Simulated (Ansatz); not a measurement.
Relaxing AsH₃

These are results of DFT PBE, scalar-relativistic, plane waves, PAW in Ansatz 0.2.0, not measurements. Cutoff 420 eV, Γ-centred k mesh, Gaussian smearing, no spin polarisation in the final step.

The start puts AsH₃ on the ReO3 structure type (Pm-3m, No. 221), with As in place of Re, H in place of O, at a guessed volume.

```xyz
4
Lattice="4.1228 0.0000 0.0000 0.0000 4.1228 0.0000 0.0000 0.0000 4.1228" Properties=species:S:1:pos:R:3 pbc="T T T"
H     2.0614    0.0000    0.0000
H     0.0000    2.0614    0.0000
H     0.0000    0.0000    2.0614
As    0.0000    0.0000    0.0000
```

Steps on the 4×4×4 mesh (4 atoms). 6 of 6 steps are shown, and the free energy counts from the last. Trial steps that were taken back and renewals of the plane-wave basis can be among the rows.

| step | ΔF (meV/atom) | V (Å³/atom) | P (GPa) |
| --- | --- | --- | --- |
| 1 | 238.2 | 17.52 | -9.76 |
| 2 | 98.9 | 15.08 | -8.03 |
| 3 | 11.9 | 12.88 | -3.78 |
| 4 | 1.5 | 11.40 | 2.41 |
| 5 | -1.5 | 11.86 | 0.07 |
| 6 | 0.0 | 11.86 | -0.04 |

A final relaxation ran on a 12×12×12 mesh. The relaxed crystal, Pm-3m (No. 221):

```
H As
1.0
     3.61192    0.00000    0.00000
     0.00000    3.61192    0.00000
     0.00000    0.00000    3.61192
H As
3 1
Direct
  0.50000 0.00000 0.00000
  0.00000 0.50000 0.00000
  0.00000 0.00000 0.50000
  0.00000 0.00000 0.00000
```

```yaml
Volume_per_atom: 11.78 Å³
Density: 2.75 g/cm³
Energy_over_the_elements: 0.38 eV/atom
Gap_on_the_12×12×12_mesh: 0 eV (a metal)
```

Formation energies are uncorrected and refer to the elements' standard structures at the same level (H₂ as a molecule).

The final run used a 12×12×12 mesh on its 4-atom cell and 0.10 eV smearing. The k mesh leaves about 4 meV/atom of noise in metals.

A structure relaxed within its symmetry needn't be a true minimum.